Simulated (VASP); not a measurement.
Crystal: Ho.

```
Ho
1.0
     0.00000    2.49425    2.49425
     2.49425    0.00000    2.49425
     2.49425    2.49425    0.00000
Ho
1
Direct
  0.00000 0.00000 0.00000
```

This isn't the form of Ho at room conditions, which is hcp.

Base run:

* Program: VASP 6.6.1
* Functional: PBE
* Potentials or basis: VASP PAW PBE potentials, release 64 (Ho)
* Cutoff: 500 eV
* k mesh: 9 × 9 × 9
* Occupations: gaussian, width 0.1 eV
* Spin: collinear spin, ferromagnetic start
* Starting moments: [4.0] μB

Its results: band gap on the k mesh none (metal or under the smearing width); pressure 2.7 GPa; net moment 3.62 μB per cell.

Q: The run is repeated on the same cell with these changes: potentials or basis from VASP PAW PBE potentials, release 64 (Ho) to VASP PAW PBE potentials, release 64 (Ho_3), 4f in core; cutoff from 500 eV to 600 eV; further incar settings from ALGO = Normal; EDIFF = 1e-07; NBANDS = 20 to ALGO = Normal; EDIFF = 1e-07; valence electrons from 21 to 9. What comes out?

A: Band gap on the k mesh none (metal or under the smearing width); pressure -0.1 GPa; net moment 0.00 μB per cell.

Caveats: the magnetic or orbital state may not be the lowest; spin-orbit coupling is left out, which moves the levels of the heavy elements; the 4f electrons are frozen in the core as for a trivalent ion, so they carry no moment and show no levels (some runs).
